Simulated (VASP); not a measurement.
# Valence-band splitting and top-band hole masses of GaSb (F-43m) under biaxial (001) strain, r2SCAN with spin-orbit coupling

A p-channel transistor or a quantum-well laser made with GaSb gains from light holes, and growth on a substrate of different lattice constant strains the layer in its plane. The problem is to find how such strain separates the top valence bands of GaSb, and along which direction the uppermost holes become light. Levels at the zone centre are calculated with r2SCAN and spin-orbit coupling on cells relaxed with PBEsol, with the stress along the normal removed. Each level is given as a depth below the valence-band top of the same strained cell, so a larger number means a deeper level. Masses belong to the top band and are in units of the free-electron mass.

## Systems and settings

The start is a typed prototype cell. The crystal was relaxed with PBEsol. Equal strain is imposed in the (001) plane; the strain along the normal is adjusted until the normal stress vanishes, and the atoms are relaxed with PBEsol. VASP 6.6.1, plane waves with PAW, cutoff 450 eV, no spin polarisation. Band edges are single points at r2SCAN with spin-orbit coupling on these cells, k mesh 7×7×7, read on short lines of k points at the zone centre and through the valleys; energies are counted from the valence-band top at the zone centre. Left out, because the gap closes or the bands invert there: +2 %. Each level is the mean of a Kramers pair; masses are fitted within 0.05 1/Å of the zone centre and are rough where two bands nearly touch. All levels use the PAW data sets made with PBE.

Notes on method and selection:

- Runs that did not converge, have known faults or may not be shown are not listed, and runs on Ansatz's PAW sets soft_1 and soft_2 are kept to separate tables.

Columns:

- strain (%): strain in the plane (tension positive).
- second level (eV): second valence level below the top at Γ.
- third level (eV): third valence level below the top at Γ.
- mass, normal (mₑ): mass of the top hole band along the normal.
- mass, plane (mₑ): mass of the top hole band in the plane.

Input lines of one member:

```
PREC = Accurate
ENCUT = 450
EDIFF = 1E-06
NELM = 100
ISMEAR = 0
SIGMA = 0.02
LREAL = .FALSE.
ALGO = Normal
METAGGA = R2SCAN
LASPH = .TRUE.
LNONCOLLINEAR = .TRUE.
NBANDS = 28
GGA_COMPAT = .FALSE.
LSORBIT = .TRUE.
KPAR = 2
```

Command (options for logging and memory left out): `mpirun -np 2 vasp_ncl`

## Results

```
member  sign of the strain  strain (%)  second level (eV)  third level (eV)  mass, normal (mₑ)  mass, plane (mₑ)
−2 %    compression         −2.0        ?                  ?                 ?                  ?
−1.5 %  compression         −1.5        0.1133             0.764             0.214              0.0441
−1 %    compression         −1.0        0.0763             0.734             0.218              0.0495
−0.5 %  compression         −0.5        0.0382             0.708             0.223              0.0687
0 %     compression         0.0         0.0000             0.686             0.227              0.2269
0 %     tension             0.0         0.0000             0.686             0.227              0.2269
+0.5 %  tension             0.5         0.0402             0.706             0.047              0.1325
+1 %    tension             1.0         0.0816             0.729             0.026              0.1035
+1.5 %  tension             1.5         0.1226             0.755             0.019              0.0851
```

Cells marked ? are withheld until the estimate has been made.

Least-squares fits to the members shown, with x = strain (%); R² and errors in the fitted variable (y, or ln y where the fit is in ln y):

```
y                  sign of the strain  members  fit                          R²    rms residual  leave-one-out rms  the same for the mean of the others
third level (eV)   compression         4        y = 0.6840 − 0.05200 x       1.00  0.0020        0.0051             0.039
third level (eV)   tension             4        y = 0.6845 + 0.04600 x       1.00  0.0015        0.0038             0.034
second level (eV)  compression         4        y = 2.500×10⁻⁴ − 0.07560 x   1.00  3.2×10⁻⁴      7.9×10⁻⁴           0.056
second level (eV)  tension             4        y = −2.800×10⁻⁴ + 0.08184 x  1.00  2.7×10⁻⁴      6.0×10⁻⁴           0.061
```

## Why the values move as they do

Without strain the two upper levels coincide, and the third, split off by spin-orbit coupling, lies 0.686 eV below them. Strain of either sign lifts the degeneracy. At 1.5 % the second level is 0.1133 eV deep under compression and 0.1226 eV under tension, or 0.1133 / 1.5 = 0.076 and 0.1226 / 1.5 = 0.082 eV per % of strain.

The masses show that the order of the two bands is reversed between the two signs. Under compression the top band is heavy along the normal (0.214 at −1.5 %) and light in the plane (0.0441). Under tension it is light along the normal (0.019 at +1.5 %) and heavier in the plane (0.0851). By symmetry, the state on top under compression does not couple to the s-like conduction band for motion along the normal, so that mass hardly changes with strain. The state on top under tension does couple, which makes it light, and the more so as the direct gap shrinks with growing tension. The fitted mass along the normal falls from 0.047 to 0.019 between +0.5 and +1.5 %, but probably not through the gap alone. The steep light band is expected to cross the flatter heavy one within the range of the fit, which can raise the fitted mass, most of all where the splitting is small. These masses are therefore a rough guide and not exact curvatures at the zone centre.

In the plane the mass falls with strain of either sign. Near zero strain the two bands lie close together and mix within the range of the fit, which makes the masses at ±0.5 % the least certain.

The third level deepens on both sides. To first order the top level rises by half the splitting above the mean of the upper pair, which at −1.5 % gives 0.1133 / 2 = 0.057 eV. The actual deepening is 0.764 − 0.686 = 0.078 eV. Most of the remainder is expected to come from strain mixing the light-hole and split-off states, which repel each other; this part grows roughly as the square of the strain and bends the curve.

## Estimating the withheld member

Plain estimates from the members shown:

- −2 % (compression), fit at x = −2.0: 0.788 eV (an extrapolation)

The straight-line fit gives 0.788 eV at −2 %, but it omits the curvature that the mixing produces. From 0 to −1.5 % the third level deepens in steps of 0.022, 0.026 and 0.030 eV, each 0.004 eV larger than the one before. A line fitted to the members at 0, −0.5 and −1 % would put −1.5 % at (0.686 + 0.708 + 0.734) / 3 + 0.734 − 0.686 = 0.757 eV, which is 0.007 eV too shallow.

A parabola through three equally spaced members includes the curvature. The next value is three times the last, minus three times the one before, plus the first of the three. Tried on members already shown, it gives:

- −1.5 %: 3 × 0.734 − 3 × 0.708 + 0.686 = 0.764 eV, against 0.764 eV in the table.
- +1.5 %: 3 × 0.729 − 3 × 0.706 + 0.686 = 0.755 eV, against 0.755 eV in the table.

For −2 % the same route gives 3 × 0.764 − 3 × 0.734 + 0.708 = 0.798 eV.

Both trials agree to the printed digit, so the error is set mainly by rounding. A value printed to 0.001 eV carries a standard rounding error of 0.001 / √12 = 0.0003 eV, and the weights 3, 3 and 1 enlarge it to 0.0003 × √19 = 0.0013 eV. With a small allowance for terms beyond the parabola, one standard deviation is taken as 0.002 eV.

**Committed estimate, −2 % (compression): third level = 0.798 ± 0.002 eV.**

## Check

```
member  sign of the strain  strain (%)  second level (eV)  third level (eV)  mass, normal (mₑ)  mass, plane (mₑ)
−2 %    compression         −2.0        0.1487             0.798             0.210              0.0425
```

```
member              estimate   third level (eV)  computed  estimate − computed  miss in error bars
−2 % (compression)  committed  0.798             0.798     0.000                0.0
−2 % (compression)  fit        0.788             0.798     −0.010
```

The estimate of 0.798 eV agrees with the computed value to the printed digit and so lies inside its error bar of 0.002 eV. The straight-line fit gave 0.788 eV, 0.010 eV too shallow.

The argument for curvature held. The last step, from −1.5 to −2 %, is 0.798 − 0.764 = 0.034 eV, again 0.004 eV larger than the step before it.

The second level agrees in sign with the proposed mechanism, though this alone does not prove it. If strain mixes the light-hole and split-off states, the light-hole level is pushed up towards the heavy-hole top while the split-off level is pushed down. The upper splitting should then grow more slowly than the strain, and it does: its first step under compression is 0.0382 eV, its last 0.1487 − 0.1133 = 0.0354 eV. The third level meanwhile deepens ever faster, as the same repulsion would make it do.

## Where the trend breaks

No strain stands out. If a straight line is refitted to all five compression members, the largest departures are about 0.004 eV, with the third level deeper than the line at 0 and −2 % and shallower at −1 %, which is the pattern of a smooth curve fitted by a line. The abrupt fall of the mass along the normal, from 0.227 at zero strain to 0.047 at +0.5 %, marks the change of the top band from heavy-hole to light-hole character.

## Conclusions and limits

With e the size of the strain in %, the depth of the third level in eV is 0.686 + 0.040 e + 0.008 e² under compression up to 2 %, and 0.686 + 0.037 e + 0.006 e² under tension up to 1.5 %. The coefficients are those of a parabola through the rows at 0, 0.5 and 1 %; the linear one under tension, for example, is 4 × 0.706 − 3 × 0.686 − 0.729 = 0.037. Both formulas reproduce every row to the printed digit, so a strain between the rows can be estimated to about 0.001 eV at this level of theory. Mixing of the light-hole and split-off states alone would bend the tension branch more strongly, since there it also raises the top level. The computed branch bends less than that for compression, so other second-order effects of strain must contribute too.

For in-plane transport, most of the gain comes early. Compression by 1 % lowers the top-band mass by a factor of 0.2269 / 0.0495 = 4.6, and doubling the strain brings only a further 0.0495 / 0.0425 = 1.2.

The light masses carry two errors of opposite sign. The r2SCAN gap is too small, which makes them too low, while the crossing of the bands within the range of the fit can make those along the normal under tension too high. They show in which direction the holes are light, but their values are not reliable. The omission of +2 % reflects the small r2SCAN gap and does not show that real GaSb loses its gap there.

[Logs are printed without paths, hosts, clocks, repeated set-up lines and the standing remarks that a program may print on its own settings, such as how far it seeks lower states.]
